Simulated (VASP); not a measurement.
# MgO (P-6m2) in VASP: further runs

Runs on MgO. Level: PBE. Tasks: G0W0 quasiparticle levels.

All numbers are computed with VASP 6.6.1; they aren't measurements. Logs are shortened: lines on timing, memory, paths and dates and some standing lists are left out, and cuts for length are marked.

**1. The crystal as given**

It takes space group P-6m2 (No. 187, hexagonal). The conventional cell has a = 2.938 Å, b = 2.938 Å, c = 2.680 Å, α = 90.00°, β = 90.00°, γ = 120.00°. Mg (site symmetry -6m2) has 6 O at 2.16 Å as nearest neighbours. O (site symmetry -6m2) is surrounded by 6 Mg at 2.16 Å.

Measurements of this composition are mostly on another form, of space group No. 225.

**2. G0W0 quasiparticle levels, PBE**

Input file POSCAR:

```
MgO
1.0
    2.9380209034      0.0000000000      0.0000000000
   -1.4690104517      2.5444007392      0.0000000000
    0.0000000000      0.0000000000      2.6796800000
Mg O
1 1
Direct
    0.0000000000      0.0000000000      0.0000000000
    0.3333333333      0.6666666667      0.5000000000
```

Input file INCAR.step1:

```
PREC = Accurate
ENCUT = 450
EDIFF = 1E-8
ISMEAR = 0
SIGMA = 0.01
LREAL = False
LASPH = True
NELM = 100
ALGO = Normal
LWAVE = True
LCHARG = False
GGA = PE
```

Input file INCAR.step2:

```
PREC = Accurate
ENCUT = 450
EDIFF = 1E-8
ISMEAR = 0
SIGMA = 0.01
LREAL = False
LASPH = True
NELM = 1
ALGO = Exact
LWAVE = True
LCHARG = False
GGA = PE
NBANDS = 124
LOPTICS = True
ISTART = 1
```

Input file INCAR.step3:

```
PREC = Accurate
ENCUT = 450
EDIFF = 1E-8
ISMEAR = 0
SIGMA = 0.01
LREAL = False
LASPH = True
ALGO = EVGW0
LWAVE = False
LCHARG = False
GGA = PE
NELMGW = 1
NBANDS = 124
ENCUTGW = 100
NOMEGA = 48
PRECFOCK = Fast
ISTART = 1
NBANDSGW = 12
```

Input file KPOINTS:

```
Automatic mesh
0
Gamma
  3 3 3
```

Potentials or basis: VASP PAW PBE potentials, release 64 (Mg_GW, O_GW).

Started as:

```sh
$ cat potpaw_PBE.64/Mg_GW/POTCAR potpaw_PBE.64/O_GW/POTCAR > POTCAR
$ cp INCAR.step1 INCAR
$ mpirun -np 1 vasp_std > vasp.out
$ cp INCAR.step2 INCAR
$ mpirun -np 1 vasp_std > vasp.out
$ cp INCAR.step3 INCAR
$ mpirun -np 1 vasp_std > vasp.out
```

OUTCAR:

```text
PREC = Accurate
   ENCUT = 450
   EDIFF = 1E-8
   ISMEAR = 0
   LREAL = False
   LASPH = True
   GGA = PE
   NELMGW = 1
   ENCUTGW = 100
   PRECFOCK = Fast
   ISTART = 1

 Found      6 irreducible k-points:

 Following reciprocal coordinates:
            Coordinates               Weight
  0.000000  0.000000  0.000000      1.000000
  0.333333  0.000000  0.000000      6.000000
  0.333333  0.333333  0.000000      2.000000
  0.000000  0.000000  0.333333      2.000000
  0.333333  0.000000  0.333333     12.000000
  0.333333  0.333333  0.333333      4.000000
   k-points           NKPTS =      6   k-points in BZ     NKDIM =     27   number of bands    NBANDS=    124
   number of dos      NEDOS =    301   number of ions     NIONS =      2
   total plane-waves  NPLWV =   8000
   dimension x,y,z NGX =    20 NGY =   20 NGZ =   20
   dimension x,y,z NGXF=    40 NGYF=   40 NGZF=   40
   ions per type =               1   1
   NGX,Y,Z   is equivalent  to a cutoff of  11.32, 11.32, 12.41 a.u.
   NGXF,Y,Z  is equivalent  to a cutoff of  22.63, 22.63, 24.82 a.u.
 SYSTEM =  unknown system
   PREC   = accura    normal or accurate (medium, high low for compatibility)
   ISTART =      1    job   : 0-new  1-cont  2-samecut
   ICHARG =      0    charge: 1-file 2-atom 10-const
   ISPIN  =      1    spin polarized calculation?
   LNONCOLLINEAR =      F non collinear calculations
   LSORBIT =      F    spin-orbit coupling
   LASPH  =      T    aspherical Exc in radial PAW
   ENCUT  =  450.0 eV  33.07 Ry    5.75 a.u.   5.08  5.08  4.63*2*pi/ulx,y,z
   NELM   =     60;   NELMIN=  2; NELMDL=  0     # of ELM steps
   EDIFF  = 0.1E-07   stopping-criterion for ELM
   LREAL  =      F    real-space projection
   EDIFFG = 0.1E-06   stopping-criterion for IOM
   NSW    =      0    number of steps for IOM
   IBRION =     -1    ionic relax: 0-MD 1-quasi-New 2-CG
   NFREE  =      0    steps in history (QN), initial steepest desc. (CG)
   ISIF   =      0    stress and relaxation
   ISYM   =      3    0-nonsym 1-usesym 2-fastsym
   POTIM  = 0.5000    time-step for ionic-motion
   TEBEG  =    0.0;   TEEND  =   0.0 temperature during run
   PSTRESS=    0.0 pullay stress
   NELECT =       8.0000    total number of electrons
   NUPDOWN=      -1.0000    fix difference up-down
   EMIN   =  10.00;   EMAX   =-10.00  energy-range for DOS
   EFERMI =   0.00;   METHOD = LEGACY
   ISMEAR =     0;   SIGMA  =   0.01  broadening in eV -4-tet -1-fermi 0-gaus
   EFERMI_NEDOS =   21; number of points for ismear=-14 and -15
   IALGO  =     38    algorithm
   IMIX   =      4    mixing-type and parameters
     AMIX     =   0.40;   BMIX     =  1.00
     AMIX_MAG =   1.60;   BMIX_MAG =  1.00
  volume/ion in A,a.u.               =      10.02        67.59
  Fermi-wavevector in a.u.,A,eV,Ry     =   1.205583  2.278221 19.775115  1.453430
  Thomas-Fermi vector in A             =   2.341275
   LORBIT       =      0    0 simple, 1 ext, 2 COOP (PROOUT), +10 PAW based schemes
   GGA     = PE    functional components
   LHFCALC =     T    Hartree Fock is set to
   PRECFOCK=fast      Normal, Fast or Accurate (Low or Medium for compatibility)
   ENCUT4O =  -1.0   cutoff for four orbital integrals eV
   NKREDX  =     1    reduce k-point grid by
   NKREDY  =     1    reduce k-point grid by
   NKREDZ  =     1    reduce k-point grid by
   AEXX    =    1.0000 exact exchange contribution
   HFSCREEN=    0.0000 screening length (either q_TF or 0.3 A-1)
   HFSCREENC=   0.0000 screening length for correlation (either q_TF or 0.3 A-1)
   ENCUTFOCK=  -1.0 apply spherical cutoff to Coloumb kernel
   IVDW    =     0    specifies the selected vdW correction
   LEPSILON=     F    determine dielectric tensor
   LRPA    =     F    only Hartree local field effects (RPA)
   LRPAFORCE           =     F    calculate RPA forces
   ENCUTGW             = 100.0    cutoff for response function in eV
   ENCUTGWSOFT         =  80.0    soft cutoff for Coulomb kernel in GW response function in eV
   ENCUTLF             =  -1.0    cutoff for local field effects
   NELMGW              =     1    number of iterations in solving QP/BSE equation
   NELMHF              =     1    number of iterations in the inner HF iteration
   NKREDLFX            =     1    NKREDLFY  =   1   NKREDLFZ  =   1
 non-spin polarized calculation
 Gauss-broadening in eV      SIGMA  =   0.01
  energy-cutoff  :      450.00
  volume of cell :       20.03
 maximum number of plane-waves:       447
  NGX = 12; NGY = 12; NGZ = 10
   NGX = 11   NGY = 11   NGZ =  9
 maximum number of plane-waves:        47
 NGX is ok and might be reduce to    10

 QP shifts <psi_nk| G(iteration)W_0 |psi_nk>: iteration 1
 for sc-GW calculations column KS-energies equals QP-energies in previous step
 and V_xc(KS)=  KS-energies - (<T + V_ion + V_H > + <T+V_H+V_ion>^1  + <V_x>^1)

 k-point   1 :       0.0000    0.0000    0.0000
  band No.  KS-energies  QP-energies   sigma(KS)   V_xc(KS)     V^pw_x(r,r')   Z            occupation Imag(sigma)

      1     -14.0514     -15.9615     -20.9182     -18.1184     -29.8309       0.6823       2.0000       1.1908
      2       2.7905       1.7966     -20.4765     -19.1489     -24.8620       0.7487       2.0000       0.1866
      3       2.7905       1.7966     -20.4765     -19.1489     -24.8620       0.7487       2.0000       0.1866
      4       2.9934       1.9804     -20.6102     -19.2552     -25.0520       0.7476       2.0000       0.1858
      5       6.3348       7.1323     -10.1944     -11.1969      -6.4452       0.7955       0.0000      -0.1161
      6      15.1989      16.0447      -7.8562      -8.9289      -3.1427       0.7884       0.0000      -0.1622
      7      18.8451      19.7814      -7.5659      -8.7582      -2.6576       0.7853       0.0000      -0.2587
      8      18.8451      19.7814      -7.5659      -8.7582      -2.6576       0.7853       0.0000      -0.2587
      9      23.1418      23.8944      -7.5189      -8.4528      -2.0767       0.8058       0.0000      -0.6933
     10      24.1055      25.3422      -9.3315     -10.9707      -3.4194       0.7544       0.0000      -0.6901
     11      25.7686      27.0898      -9.4615     -11.2092      -3.4219       0.7559       0.0000      -0.7196
     12      25.7686      27.0898      -9.4615     -11.2092      -3.4219       0.7559       0.0000      -0.7196

 k-point   2 :       0.3333    0.0000    0.0000
  band No.  KS-energies  QP-energies   sigma(KS)   V_xc(KS)     V^pw_x(r,r')   Z            occupation Imag(sigma)

      1     -13.3016     -15.2015     -21.7172     -18.9230     -30.5231       0.6800       2.0000       1.0754
      2      -0.6933      -2.0271     -16.8395     -14.9983     -21.1861       0.7244       2.0000       0.2471
      3       2.2383       1.1582     -19.9281     -18.4795     -24.3327       0.7456       2.0000       0.1911
      4       3.2573       2.2891     -20.9242     -19.6329     -25.3549       0.7498       2.0000       0.1849
      5       9.4490      10.3500     -10.3246     -11.4787      -6.3493       0.7807       0.0000      -0.1303
      6      13.8168      14.9762      -9.8970     -11.4007      -5.3661       0.7710       0.0000      -0.1673
      7      17.0286      18.1602      -9.5658     -11.0204      -4.7354       0.7779       0.0000      -0.2038
      8      20.6299      21.8739      -9.2032     -10.8126      -3.7298       0.7729       0.0000      -0.4611
      9      22.6502      23.7665      -8.0892      -9.5500      -2.8800       0.7641       0.0000      -0.3985
     10      24.2612      25.2145      -7.8427      -9.0559      -2.2680       0.7857       0.0000      -0.6101
     11      28.4014      29.5743      -8.2823      -9.7557      -2.5303       0.7960       0.0000      -0.7716
     12      28.6775      29.9537      -8.1870      -9.7897      -2.3205       0.7963       0.0000      -0.8543

 k-point   3 :       0.3333    0.3333    0.0000
  band No.  KS-energies  QP-energies   sigma(KS)   V_xc(KS)     V^pw_x(r,r')   Z            occupation Imag(sigma)

      1     -12.8757     -14.7763     -22.2384     -19.4570     -31.0034       0.6833       2.0000       1.0200
      2      -0.3232      -1.6314     -17.2889     -15.4962     -21.7024       0.7298       2.0000       0.2411
      3      -0.3058      -1.6813     -16.8551     -14.9803     -21.1313       0.7337       2.0000       0.2304
      4       3.4003       2.4557     -21.1095     -19.8524     -25.5387       0.7514       2.0000       0.1855
      5      11.8025      12.8752     -11.4125     -12.8228      -7.2643       0.7607       0.0000      -0.1622
      6      14.6286      16.2151     -12.2177     -14.3123      -7.7292       0.7574       0.0000      -0.1708
      7      14.8408      15.9526      -9.6640     -11.0921      -4.8843       0.7785       0.0000      -0.1953
      8      22.7664      23.6746      -7.5970      -8.7763      -2.5363       0.7701       0.0000      -0.3625
      9      23.0114      23.7865      -7.3825      -8.4183      -1.7510       0.7483       0.0000      -0.5058
     10      24.3210      25.6881      -7.8134      -9.5393      -2.5749       0.7921       0.0000      -0.4051
     11      24.5227      25.4329      -7.9908      -9.1382      -2.5427       0.7932       0.0000      -0.5258
     12      26.4846      27.4494      -7.6126      -8.8506      -2.0928       0.7794       0.0000      -0.5949
[... 17 lines left out ...]
 k-point   5 :       0.3333    0.0000    0.3333
  band No.  KS-energies  QP-energies   sigma(KS)   V_xc(KS)     V^pw_x(r,r')   Z            occupation Imag(sigma)

      1     -12.6841     -14.5803     -22.2512     -19.4958     -30.9950       0.6882       2.0000       1.0187
      2      -0.1420      -1.4388     -17.5845     -15.8134     -21.9801       0.7322       2.0000       0.2316
      3       0.4973      -0.7771     -18.3308     -16.5961     -22.7862       0.7347       2.0000       0.2187
      4       2.6057       1.5779     -20.3184     -18.9460     -24.7013       0.7489       2.0000       0.1866
      5      10.2657      11.1408      -9.7001     -10.8206      -5.6756       0.7810       0.0000      -0.1373
      6      14.0770      15.1208      -9.0477     -10.3842      -4.4558       0.7809       0.0000      -0.1658
      7      17.5568      18.8827     -10.7404     -12.4714      -5.6905       0.7660       0.0000      -0.2811
      8      19.1051      20.2892      -9.7669     -11.3164      -4.6200       0.7642       0.0000      -0.3188
      9      19.4153      20.5191      -8.0290      -9.4416      -2.9784       0.7814       0.0000      -0.3111
     10      24.4773      25.6779      -8.1404      -9.6617      -2.5769       0.7892       0.0000      -0.6364
     11      24.9210      26.1021      -8.8227     -10.3240      -3.3095       0.7867       0.0000      -0.5206
     12      31.3109      32.5951      -7.4898      -9.0698      -1.7014       0.8127       0.0000      -0.9913

 k-point   6 :       0.3333    0.3333    0.3333
  band No.  KS-energies  QP-energies   sigma(KS)   V_xc(KS)     V^pw_x(r,r')   Z            occupation Imag(sigma)

      1     -12.3507     -14.2467     -22.6439     -19.9088     -31.3587       0.6932       2.0000       0.9886
      2       0.5429      -0.7257     -18.1451     -16.4247     -22.5381       0.7374       2.0000       0.2157
      3       0.5548      -0.7334     -17.9904     -16.2473     -22.3246       0.7390       2.0000       0.2130
      4       0.6311      -0.6053     -18.8680     -17.1834     -23.4320       0.7340       2.0000       0.2201
      5      10.3439      11.0461      -8.2668      -9.1622      -4.0414       0.7843       0.0000      -0.1438
      6      14.3392      15.6140      -9.2746     -10.9097      -4.8303       0.7796       0.0000      -0.1603
      7      17.1807      18.4517      -9.6754     -11.3342      -4.7143       0.7662       0.0000      -0.2130
      8      18.4935      19.5826     -10.1620     -11.5690      -5.1345       0.7741       0.0000      -0.3073
      9      18.5988      20.0873     -11.3792     -13.3477      -6.0926       0.7561       0.0000      -0.3485
     10      24.6062      25.7742      -9.3683     -10.8648      -3.6880       0.7805       0.0000      -0.5858
     11      29.4038      30.7763      -8.0551      -9.7826      -2.3428       0.7945       0.0000      -0.7558
     12      30.6721      31.7981      -7.2601      -8.6434      -1.5206       0.8140       0.0000      -0.9476
```

Run time: 12 s. Hardware: 1 thread of AMD EPYC 9R45 (Zen 5), shared host; peak memory 0.12 GiB.

These settings aren't checked as converged: the numbers below hold their error.

What came out:

```yaml
Band_gap_on_the_k_mesh_mean-field_level: 2.93 eV, indirect (least direct gap 3.34 eV)
Quasiparticle_gap: 4.68 eV
Least_direct_quasiparticle_gap: 5.15 eV
```

Caveat: the k mesh is coarse (spacing up to 0.82 Å⁻¹), so the values aren't converged; bands, screening cutoff and mesh are small and nothing is extrapolated, so the quasiparticle values aren't converged; an odd mesh through Γ misses points on the zone boundary, where band edges often lie.

**3. G0W0 quasiparticle levels, PBE**

POSCAR is that of step 2.

INCAR.step1 is that of step 2.

INCAR.step2 is that of step 2.

Edit INCAR.step3 of step 2 so:

```diff
@@ -13,3 +13,3 @@
 NBANDS = 124
-ENCUTGW = 100
+ENCUTGW = 150
 NOMEGA = 48
```

KPOINTS is that of step 2.

Potentials or basis: VASP PAW PBE potentials, release 64 (Mg_GW, O_GW).

Started as:

```sh
$ cat potpaw_PBE.64/Mg_GW/POTCAR potpaw_PBE.64/O_GW/POTCAR > POTCAR
$ cp INCAR.step1 INCAR
$ mpirun -np 1 vasp_std > vasp.out
$ cp INCAR.step2 INCAR
$ mpirun -np 1 vasp_std > vasp.out
$ cp INCAR.step3 INCAR
$ mpirun -np 1 vasp_std > vasp.out
```

OUTCAR:

```text
PREC = Accurate
   ENCUT = 450
   EDIFF = 1E-8
   ISMEAR = 0
   LREAL = False
   LASPH = True
   GGA = PE
   NELMGW = 1
   ENCUTGW = 150
   PRECFOCK = Fast
   ISTART = 1

 Found      6 irreducible k-points:

 Following reciprocal coordinates:
            Coordinates               Weight
  0.000000  0.000000  0.000000      1.000000
[... 86 lines left out ...]
      2       2.7905       1.6702     -20.6508     -19.1489     -24.8620       0.7460       2.0000       0.1857
      3       2.7905       1.6702     -20.6508     -19.1489     -24.8620       0.7460       2.0000       0.1857
      4       2.9934       1.8374     -20.8054     -19.2552     -25.0520       0.7457       2.0000       0.1837
      5       6.3348       7.1779     -10.1353     -11.1969      -6.4452       0.7942       0.0000      -0.1138
      6      15.1989      16.0502      -7.8508      -8.9289      -3.1427       0.7896       0.0000      -0.1614
      7      18.8451      19.7809      -7.5676      -8.7582      -2.6576       0.7860       0.0000      -0.2578
      8      18.8451      19.7809      -7.5676      -8.7582      -2.6576       0.7860       0.0000      -0.2578
      9      23.1418      23.9135      -7.4955      -8.4528      -2.0767       0.8062       0.0000      -0.6849
     10      24.1055      25.3115      -9.3696     -10.9707      -3.4194       0.7532       0.0000      -0.6822
     11      25.7686      27.0455      -9.5183     -11.2092      -3.4219       0.7551       0.0000      -0.7152
     12      25.7686      27.0455      -9.5183     -11.2092      -3.4219       0.7551       0.0000      -0.7152
[... 68 lines left out ...]
      1     -12.3507     -14.2828     -22.7108     -19.9088     -31.3587       0.6896       2.0000       1.0636
      2       0.5429      -0.8222     -18.2816     -16.4247     -22.5381       0.7351       2.0000       0.2118
      3       0.5548      -0.8271     -18.1227     -16.2473     -22.3246       0.7369       2.0000       0.2095
      4       0.6311      -0.7106     -19.0153     -17.1834     -23.4320       0.7324       2.0000       0.2155
      5      10.3439      11.0410      -8.2740      -9.1622      -4.0414       0.7850       0.0000      -0.1415
      6      14.3392      15.5935      -9.3013     -10.9097      -4.8303       0.7799       0.0000      -0.1588
      7      17.1807      18.4272      -9.7084     -11.3342      -4.7143       0.7667       0.0000      -0.2108
      8      18.4935      19.5488     -10.2036     -11.5690      -5.1345       0.7729       0.0000      -0.3018
      9      18.5988      20.0544     -11.4227     -13.3477      -6.0926       0.7561       0.0000      -0.3452
     10      24.6062      25.7572      -9.3895     -10.8648      -3.6880       0.7802       0.0000      -0.5814
     11      29.4038      30.7475      -8.0905      -9.7826      -2.3428       0.7941       0.0000      -0.7540
     12      30.6721      31.8192      -7.2349      -8.6434      -1.5206       0.8143       0.0000      -0.9397
```

OUTCAR.step1:

```text
PREC = Accurate
   ENCUT = 450
   EDIFF = 1E-8
   ISMEAR = 0
   LREAL = False
[... 175 lines left out ...]
      0.00000      0.00000      0.00000        -0.000000      0.000000      0.000000
     -0.00000      1.69627      1.33984         0.000000     -0.000000      0.000000
 -----------------------------------------------------------------------------------
    total drift:                               -0.000001      0.000000     -0.000000

  FREE ENERGIE OF THE ION-ELECTRON SYSTEM (eV)
  ---------------------------------------------------
  free  energy   TOTEN  =       -11.1351680972 eV

  energy  without entropy=      -11.1351680972  energy(sigma->0) =      -11.13516810
```

Run time: 12 s. Hardware: 1 thread of AMD EPYC 9R45 (Zen 5), shared host; peak memory 0.12 GiB.

These settings aren't checked as converged: the numbers below hold their error.

What came out:

* Band gap on the k mesh, mean-field level: 2.93 eV, indirect (least direct gap 3.34 eV)
* Quasiparticle gap: 4.87 eV
* Least direct quasiparticle gap: 5.34 eV

Caveat: the k mesh is coarse (spacing up to 0.82 Å⁻¹), so the values aren't converged; bands, screening cutoff and mesh are small and nothing is extrapolated, so the quasiparticle values aren't converged; an odd mesh through Γ misses points on the zone boundary, where band edges often lie.
